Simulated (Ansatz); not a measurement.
**Two structures of K: comparison of enthalpies under pressure in Python**

An exercise on one series of results from a longer session: the logs are not shown, and one member is left open.

Computed with Ansatz 0.2.0 through its Python package. Level of theory: DFT PBEsol, plane waves, PAW.

## The system

K Pm-3m: The structure is cubic, space group Pm-3m (No. 221). Conventional cell: a = 4.280 Å, b = 4.280 Å, c = 4.280 Å, α = 90.00°, β = 90.00°, γ = 90.00°. K (site symmetry m-3m) has 6 K at 4.28 Å as nearest neighbours.

K Fm-3m: It takes space group Fm-3m (No. 225, cubic). The conventional cell has a = 6.580 Å, b = 6.580 Å, c = 6.580 Å, α = 90.00°, β = 90.00°, γ = 90.00°.

No structure file is read: the coordinates are typed or built in the script.

The first run:

transition.py reads:

```python
"""Pressure at which two phases of K cross."""

import ansatz as az
import numpy as np

config = {
    "cutoff_ev": 510,
    "xc": "PBEsol",
    "k_spacing": 0.16,
    "filling": "cold",
    "sigma": 0.05,
}


def sc(first, a):
    return (
        az.Lattice.cubic(a)
        .space_group(221)
        .atom(first, [0, 0, 0])
    )


def fcc(a_site, a):
    return (
        az.Lattice.fcc(a)
        .space_group(225)
        .atom(a_site, [0, 0, 0])
        .primitive()
    )


def compute(name, crystal, pressure=0.0):
    calc = crystal.calculation()
    calc = calc.basis(config["cutoff_ev"]).functional(config["xc"])
    calc = calc.kpoints(spacing=config["k_spacing"])
    calc = calc.occupations(config["filling"], width=config["sigma"])
    calc = calc.relax(force_tolerance=0.02, max_steps=60, cell=True, pressure=pressure)
    return calc.run(threads=1, backend="cpu")


def volume_per_atom(outcome):
    return abs(np.linalg.det(outcome.lattice.cell_ang)) / len(outcome.lattice.sites)

phases = {}
phases["sc"] = sc("K", 4.28)
phases["fcc"] = fcc("K", 6.58)

# enthalpy per atom at each pressure
pressures = [0, 5, 10, 20]
enthalpy, volume = {name: [] for name in phases}, {name: [] for name in phases}
for p in pressures:
    for name, crystal in phases.items():
        o = compute(name, crystal, pressure=p)
        volume[name].append(volume_per_atom(o))
        enthalpy[name].append(o.report["energy_sigma0_ev"] / len(o.lattice.sites) + p * volume[name][-1] / 160.21766)
gap = np.array(enthalpy["fcc"]) - np.array(enthalpy["sc"])
rows = [(p, va, vb, 1000 * d) for p, va, vb, d in zip(pressures, volume["sc"], volume["fcc"], gap)]
print("   P (GPa)  V sc (A^3/atom)  V fcc (A^3/atom)  H(fcc) - H(sc) (meV/atom)")
for row in rows:
    print(f"{row[0]:10d}  {row[1]:15.3f}  {row[2]:16.3f}  {row[3]:+25.1f}")
crossings = [p0 - g0 * (p1 - p0) / (g1 - g0) for p0, p1, g0, g1 in zip(pressures, pressures[1:], gap, gap[1:]) if g0 * g1 < 0]
print("crossing near", [round(float(p), 1) for p in crossings], "GPa") if crossings else print("no crossing in this range")
```

Launch:

```
$ python transition.py
```

Among the steps run: Running it.

One of the session's tables, all rows but one given; the rest of the session is left out.

It belongs to the step «What each run gave». Enthalpy H = E + pV of the second structure less the first:

```
pressure (GPa)  ΔH (meV/atom)
             0         -106.4
             5              ?
            10         -141.5
            20           -1.7
```

**Question.** Estimate the row for pressure (GPa) = 5.

Worked estimate for «ΔH (meV/atom)». A straight line through the neighbours (0, -106.4) and (10, -141.5) gives -106.4 + (-141.5 + 106.4) × (5 − 0) / (10 − 0) = -124.0; a parabola fitted to 3 rows on both sides gives -145.8.

As computed: ΔH (meV/atom): -141.3. In «ΔH (meV/atom)» the line misses by +17.3 and the parabola by -4.5.

Limits of these values: Caveats:
- At a fixed pressure a relaxation lowers the enthalpy F + PV, while F alone can rise.
- Only these two structures are compared, at zero temperature and with their symmetry kept; either may be hypothetical, and another phase may be lower than both.
